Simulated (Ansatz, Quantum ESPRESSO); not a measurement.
# Screening and band shifts of honeycomb MgO, 1 layer, part 2 of 6

How does honeycomb MgO, 1 layer respond to a gate-like field without added charge?

Quantum ESPRESSO 7.5; plane-wave DFT, LDA, GBRV ultrasoft pseudopotentials; geometry and cross-check by Ansatz 0.2.0 with PAW datasets.

So far. Step 2 (Relaxation with Ansatz): Little changed from the start: no atom moved by 0.005 Å and no cell edge by 0.1 %.

## 3. Self-consistent run: no field

The zero-field run is the reference. tefield and dipfield are on already, so that all runs share k-points and boundary.

Level of this step: plane-wave DFT, LDA, GBRV ultrasoft pseudopotentials (Quantum ESPRESSO 7.5).

Contents of f0.in:

```
&control
  prefix = 'f0'
  outdir = './out'
  pseudo_dir = './pseudo'
  calculation = 'scf'
  tprnfor = .true.
  tefield = .true.
  dipfield = .true.
/
&system
  ibrav = 0
  nat = 2
  ntyp = 2
  ecutwfc = 40
  ecutrho = 200
  occupations = 'smearing'
  smearing = 'fd'
  degauss = 0.004
  edir = 3
  emaxpos = 0.97
  eopreg = 0.04
  eamp = 0.0
/
&electrons
  conv_thr = 1e-09
  mixing_beta = 0.4
  electron_maxstep = 120
  mixing_mode = 'plain'
/
ATOMIC_SPECIES
  O   15.9990  o_lda_v1.2.uspp.F.UPF
  Mg  24.3050  mg_lda_v1.4.uspp.F.UPF
CELL_PARAMETERS angstrom
  3.30000000000655 0.00000000000000 0.00000000000000
  -1.65000000000328 2.85788383249432 0.00000000000000
  0.00000000000000 0.00000000000000 17.00000000000000
ATOMIC_POSITIONS crystal
  O   0.666666666667 0.333333333333 0.500000000000
  Mg  0.333333333333 0.666666666667 0.500000000000
K_POINTS automatic
  12 12 1 0 0 0
```

The run is started by

```sh
$ OMP_NUM_THREADS=1 mpirun -n 2 pw.x -nk 2 -in f0.in > f0.out
```

What it wrote:

```text
Program PWSCF v.7.5 starts
[citation notice left out]

     Parallel version (MPI & OpenMP), running on       2 processor cores
     Number of MPI processes:                 2
     Threads/MPI process:                     1

     MPI processes distributed on     1 nodes
[...]
Current dimensions of program PWSCF are:
     Max number of different atomic species (ntypx) = 10
     Max number of k-points (npk) =  40000
     Max angular momentum in pseudopotentials (lmaxx) =  4
     Presently no symmetry can be used with electric field

     K-points division:     npool     =       2
     Subspace diagonalization in iterative solution of the eigenvalue problem:
     a serial algorithm will be used

     G-vector sticks info
     --------------------
     sticks:   dense  smooth     PW     G-vecs:    dense   smooth      PW
     Sum         535     433    151                51547    37077    7269

     Using Slab Decomposition

     bravais-lattice index     =            0
     lattice parameter (alat)  =       6.2361  a.u.
     unit-cell volume          =    1081.9421 (a.u.)^3
     number of atoms/cell      =            2
     number of atomic types    =            2
     number of electrons       =        16.00
     number of Kohn-Sham states=           12
     kinetic-energy cutoff     =      40.0000  Ry
     charge density cutoff     =     200.0000  Ry
     scf convergence threshold =      1.0E-09
     mixing beta               =       0.4000
     number of iterations used =            8  plain     mixing
     Exchange-correlation=  SLA  PZ   NOGX NOGC
                           (   1   1   0   0   0   0   0)

     celldm(1)=   6.236096  celldm(2)=   0.000000  celldm(3)=   0.000000
     celldm(4)=   0.000000  celldm(5)=   0.000000  celldm(6)=   0.000000

     crystal axes: (cart. coord. in units of alat)
               a(1) = (   1.000000   0.000000   0.000000 )
               a(2) = (  -0.500000   0.866025   0.000000 )
               a(3) = (   0.000000   0.000000   5.151515 )

     reciprocal axes: (cart. coord. in units 2 pi/alat)
               b(1) = (  1.000000  0.577350 -0.000000 )
               b(2) = (  0.000000  1.154701  0.000000 )
               b(3) = (  0.000000 -0.000000  0.194118 )

     PseudoPot. # 1 for O  read from file:
     ./pseudo/o_lda_v1.2.uspp.F.UPF
     Pseudo is Ultrasoft + core correction, Zval =  6.0
     Generated by new atomic code, or converted to UPF format
     Using radial grid of  737 points,  5 beta functions with:
                l(1) =   0
                l(2) =   0
                l(3) =   1
                l(4) =   1
                l(5) =   2
     Q(r) pseudized with  8 coefficients,  rinner =    0.900   0.900   0.900
                                                       0.900   0.900

     PseudoPot. # 2 for Mg read from file:
     ./pseudo/mg_lda_v1.4.uspp.F.UPF
     Pseudo is Ultrasoft, Zval = 10.0
     Generated by new atomic code, or converted to UPF format
     Using radial grid of  821 points,  7 beta functions with:
                l(1) =   0
                l(2) =   0
                l(3) =   0
                l(4) =   1
                l(5) =   1
                l(6) =   2
                l(7) =   2
     Q(r) pseudized with  8 coefficients,  rinner =    1.200   1.200   1.200
                                                       1.200   1.200

     atomic species   valence    mass     pseudopotential
     O                 6.00    15.99900     O ( 1.00)
     Mg               10.00    24.30500     Mg( 1.00)

     No symmetry found

   Cartesian axes

     site n.     atom                  positions (alat units)
         1        O      tau(   1) = (   0.5000000   0.2886751   2.5757576  )
         2        Mg     tau(   2) = (  -0.0000000   0.5773503   2.5757576  )

     number of k points=    74  Fermi-Dirac smearing, width (Ry)=  0.0040
                       cart. coord. in units 2pi/alat
        k(    1) = (   0.0000000   0.0000000   0.0000000), wk =   0.0138889
        k(    2) = (   0.0000000   0.0962250   0.0000000), wk =   0.0277778
        k(    3) = (   0.0000000   0.1924501   0.0000000), wk =   0.0277778
        k(    4) = (   0.0000000   0.2886751   0.0000000), wk =   0.0277778
        k(    5) = (   0.0000000   0.3849002   0.0000000), wk =   0.0277778
        k(    6) = (   0.0000000   0.4811252   0.0000000), wk =   0.0277778
        k(    7) = (   0.0000000  -0.5773503   0.0000000), wk =   0.0138889
        k(    8) = (   0.0833333   0.0481125   0.0000000), wk =   0.0277778
        k(    9) = (   0.0833333   0.1443376   0.0000000), wk =   0.0277778
        k(   10) = (   0.0833333   0.2405626   0.0000000), wk =   0.0277778
[...]
k(   74) = (  -0.5000000  -0.8660254   0.0000000), wk =   0.0138889

     Dense  grid:    51547 G-vectors     FFT dimensions: (  30,  30, 150)

     Smooth grid:    37077 G-vectors     FFT dimensions: (  25,  25, 135)

     Estimated max dynamical RAM per process >     151.02 MB

     Estimated total dynamical RAM >     289.46 MB

     Initial potential from superposition of free atoms

     starting charge      15.6998, renormalised to      16.0000

     negative rho (up, down):  4.671E-04 0.000E+00

     Adding external electric field

     Computed dipole along edir(3) :
        Dipole                0.0000 Ry au,          0.0000 Debye
        Dipole field          0.0000 Ry au,

        Potential amp.       -0.0000 Ry
        Total length         30.8403 bohr

     Starting wfcs are    9 randomized atomic wfcs +    3 random wfcs

     total cpu time spent up to now is        1.2 secs

     per-process dynamical memory:    64.2 Mb

     Self-consistent Calculation

     iteration #  1     ecut=    40.00 Ry     beta= 0.40
     Davidson diagonalization with overlap
     ethr =  1.00E-02,  avg # of iterations =  7.9

     negative rho (up, down):  3.294E-04 0.000E+00

     Adding external electric field

     Computed dipole along edir(3) :
        Dipole               -0.0000 Ry au,         -0.0000 Debye
        Dipole field         -0.0000 Ry au,

        Potential amp.        0.0000 Ry
        Total length         30.8403 bohr

     total cpu time spent up to now is        4.8 secs

     total energy              =    -157.38023727 Ry
     estimated scf accuracy    <       0.62457951 Ry

     iteration #  2     ecut=    40.00 Ry     beta= 0.40
[...]
negative rho (up, down):  2.473E-04 0.000E+00

[...]
Dipole                0.0001 Ry au,          0.0002 Debye
[...]
total energy              =    -157.52221910 Ry
     estimated scf accuracy    <       0.08338418 Ry

     iteration #  3     ecut=    40.00 Ry     beta= 0.40
[...]
negative rho (up, down):  2.579E-04 0.000E+00

[...]
Dipole               -0.0001 Ry au,         -0.0002 Debye
[...]
total energy              =    -157.52736035 Ry
     estimated scf accuracy    <       0.01124655 Ry

     iteration #  4     ecut=    40.00 Ry     beta= 0.40
[...]
negative rho (up, down):  2.273E-04 0.000E+00

[...]
Dipole                0.0000 Ry au,          0.0000 Debye
[...]
total energy              =    -157.52819903 Ry
     estimated scf accuracy    <       0.00030537 Ry

     iteration #  5     ecut=    40.00 Ry     beta= 0.40
[...]
negative rho (up, down):  2.154E-04 0.000E+00

[...]
Dipole               -0.0000 Ry au,         -0.0000 Debye
[...]
total energy              =    -157.52824651 Ry
     estimated scf accuracy    <       0.00003573 Ry

     iteration #  6     ecut=    40.00 Ry     beta= 0.40
[...]
negative rho (up, down):  2.060E-04 0.000E+00

[...]
Dipole                0.0000 Ry au,          0.0000 Debye
[...]
total energy              =    -157.52824923 Ry
     estimated scf accuracy    <       0.00000110 Ry

     iteration #  7     ecut=    40.00 Ry     beta= 0.40
[...]
negative rho (up, down):  2.016E-04 0.000E+00

[...]
Dipole                0.0000 Ry au,          0.0000 Debye
[...]
total energy              =    -157.52824925 Ry
     estimated scf accuracy    <       0.00000025 Ry

     iteration #  8     ecut=    40.00 Ry     beta= 0.40
[...]
negative rho (up, down):  1.998E-04 0.000E+00

[...]
Dipole               -0.0000 Ry au,         -0.0000 Debye
[...]
total energy              =    -157.52824930 Ry
     estimated scf accuracy    <          6.6E-09 Ry

     iteration #  9     ecut=    40.00 Ry     beta= 0.40
[...]
negative rho (up, down):  1.989E-04 0.000E+00

[...]
Dipole                0.0000 Ry au,          0.0000 Debye
[...]
total energy              =    -157.52824930 Ry
     estimated scf accuracy    <          2.2E-09 Ry

     iteration # 10     ecut=    40.00 Ry     beta= 0.40
[...]
negative rho (up, down):  1.981E-04 0.000E+00

[...]
Dipole                0.0000 Ry au,          0.0000 Debye
[...]
End of self-consistent calculation

          k = 0.0000 0.0000 0.0000 (  4649 PWs)   bands (ev):

   -75.6343 -43.1883 -43.0247 -43.0247 -19.4028  -5.3646  -4.7455  -4.7455
    -1.0057   0.8774   1.2845   2.4701

          k = 0.0000 0.0962 0.0000 (  4627 PWs)   bands (ev):

   -75.6342 -43.1881 -43.0269 -43.0252 -19.3732  -5.3136  -4.9414  -4.7617
    -0.7854   0.9715   1.4175   2.5742

          k = 0.0000 0.1925 0.0000 (  4617 PWs)   bands (ev):

   -75.6339 -43.1876 -43.0329 -43.0266 -19.2915  -5.4017  -5.1703  -4.8053
    -0.2250   1.2459   1.8125   2.8876

          k = 0.0000 0.2887 0.0000 (  4617 PWs)   bands (ev):

   -75.6334 -43.1870 -43.0410 -43.0285 -19.1775  -5.9236  -4.9635  -4.8636
     0.5406   1.6763   2.4614   3.4147

          k = 0.0000 0.3849 0.0000 (  4629 PWs)   bands (ev):

   -75.6330 -43.1863 -43.0490 -43.0303 -19.0606  -6.3727  -4.9204  -4.7423
     1.4522   2.2188   3.3559   4.1560

          k = 0.0000 0.4811 0.0000 (  4631 PWs)   bands (ev):

   -75.6326 -43.1858 -43.0549 -43.0317 -18.9730  -6.6708  -4.9612  -4.5697
     2.4728   2.7839   4.4676   4.7768

[...]
the Fermi energy is    -2.9891 ev

!    total energy              =    -157.52824931 Ry
     estimated scf accuracy    <          5.5E-11 Ry
     smearing contrib. (-TS)   =      -0.00000000 Ry
     internal energy E=F+TS    =    -157.52824931 Ry

     The total energy is F=E-TS. E is the sum of the following terms:
     one-electron contribution =    -531.52391321 Ry
     hartree contribution      =     263.57026893 Ry
     xc contribution           =     -23.72678461 Ry
     ewald contribution        =     134.15217957 Ry
     electric field correction =       0.00000000 Ry

     convergence has been achieved in  10 iterations

     negative rho (up, down):  1.981E-04 0.000E+00

     Forces acting on atoms (cartesian axes, Ry/au):

     atom    1 type  1   force =     0.00000009   -0.00000005    0.00000004
     atom    2 type  2   force =    -0.00000009    0.00000005   -0.00000004

     Total force =     0.000000     Total SCF correction =     0.000000
     SCF correction compared to forces is large: reduce conv_thr to get better values

[...]
=------------------------------------------------------------------------------=
   JOB DONE.
=------------------------------------------------------------------------------=
```

Elapsed: 27 s, on 2 MPI ranks of Arm Neoverse V2, shared host; peak memory 0.35 GiB; 54 s of CPU time.

Numbers from this step:

```
free energy                          : -2143.2810 eV
Fermi energy                         : -2.989 eV
dipole along the normal              : 0 e·Å
valence top, on the run's zero       : -4.397 eV
conduction bottom, on the run's zero : -1.006 eV
gap by band count                    : 3.392 eV
```

The program's own clock; routines nest. Time by routine:

```csv
routine,wall time (s),calls
PWSCF,26.29,1
electrons,24.75,1
c_bands,19.03,10
cegterg,17.05,370
h_psi,14.13,1589
fftw,13.32,27626
vloc_psi,12.46,1589
sum_band,4.38,10
newd,1.26,11
calbec,1.14,2107
init_run,1.05,1
add_vuspsi,0.81,1589
init_us_2,0.8,814
s_psi,0.78,1589
```

The run needed 10 iterations to bring the estimated error under 1e-09 Ry.

## 4. Potential by pp.x

The vacuum level is read from the electrostatic potential (plot_num = 11), averaged over planes.

Contents of f0.pot.in:

```
&inputpp
  prefix = 'f0'
  outdir = './out'
  filplot = 'f0.pot.dat'
  plot_num = 11
/
```

The run is started by

```sh
$ OMP_NUM_THREADS=1 mpirun -n 2 pp.x -in f0.pot.in > f0.pot.out
```

It took 0.94 s on 2 MPI ranks; peak memory 0.12 GiB.

Numbers from this step:

```
slope of the potential above                                          : 3.25e-5 eV/Å
upper vacuum line continued to the top atoms, over the valence top    : 5.913 eV
slope of the potential below                                          : -3.00e-5 eV/Å
lower vacuum line continued to the bottom atoms, over the valence top : 5.913 eV
vacuum level at the upper face over the valence top of the mesh       : 5.914 eV
vacuum level at the lower face over the valence top of the mesh       : 5.914 eV
```

The vacuum is flat to 0.1 meV/Å, so its level is well defined. Inside the slab the curve depends on the local part of the pseudopotentials; only the vacuum level has a meaning of its own.

(Part 2 of 6 ends here.)

[Logs are printed without paths, hosts, clocks, repeated set-up lines and the standing remarks that a program may print on its own settings, such as how far it seeks lower states.]

[Hosts, paths, dates, database ids (printed as entryN), source tags and the programs' standing remarks are cut or masked in the printed files.]

[Maps of the electrostatic potential energy from Ansatz leave out the sawtooth potential of an applied field or a dipole correction, so their vacuum need not be flat; planar profiles and work functions include it.]
